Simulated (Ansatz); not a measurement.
# Two Ansatz runs on NbC

The cell comes from COD entry 1011323, which wasn't checked; take it as a given geometry. It is an old determination, and later ones may differ.

First run: DFT, r2SCAN, PAW with Ansatz's default frozen-core files, scalar-relativistic (Ansatz 0.2.0).

Command: `ansatz run input.yaml --threads 1 --pin off --max-ram 2048MiB --backend cpu --events-out ev --progress --plain --runs-dir out` The run took 8.6 s on 1 thread of Arm Neoverse V1, on a shared host, peak memory 0.39 GiB.

```yaml
crystal:
  lattice:
    - [0.0, 2.2, 2.2]
    - [2.2, 0.0, 2.2]
    - [2.2, 2.2, 0.0]
  atoms:
    - { symbol: Nb, position: [0.0, 0.0, 0.0] }
    - { symbol: C, position: [0.5, 0.5, 0.5] }
kpoints:
  mp_grid: { grid: [14, 14, 14] }
  band_path:
    path:
      - [0.0, 0.0, 0.0]
      - [0.5, 0.0, 0.5]
      - [0.625, 0.25, 0.625]
      - [0.375, 0.375, 0.75]
      - [0.0, 0.0, 0.0]
      - [0.5, 0.5, 0.5]
      - [0.5, 0.25, 0.75]
      - [0.5, 0.0, 0.5]
    npoints: 5
scf:
  occupations: { method: fermi_dirac, width: 0.05 }
hamiltonian:
  xc: r2scan
  pseudopotentials: { kind: paw }
output:
  forces: true
  stress: true
  eigenvalues: true
  efg: { contact_densities: true }
```

Result: converged; pressure 19.28 GPa; 6 SCF iterations.

Spin polarisation is left out, and whether a magnetic state lies lower isn't shown here.

The input is then changed:

```diff
@@ -21,7 +21,7 @@
     npoints: 5
 scf:
-  occupations: { method: fermi_dirac, width: 0.05 }
+  occupations: { method: cold, width: 0.025 }
 hamiltonian:
-  xc: r2scan
+  xc: revpbe
   pseudopotentials: { kind: paw }
 output:
@@ -30,3 +30,7 @@
   eigenvalues: true
   efg: { contact_densities: true }
+  write_density: true
+  write_potential: true
+  elf: true
+  volumetric_format: npy
```

Problem. Predict the outcome of the changed run.

Solution. It converged; pressure 22.4 GPa; 5 SCF iterations.
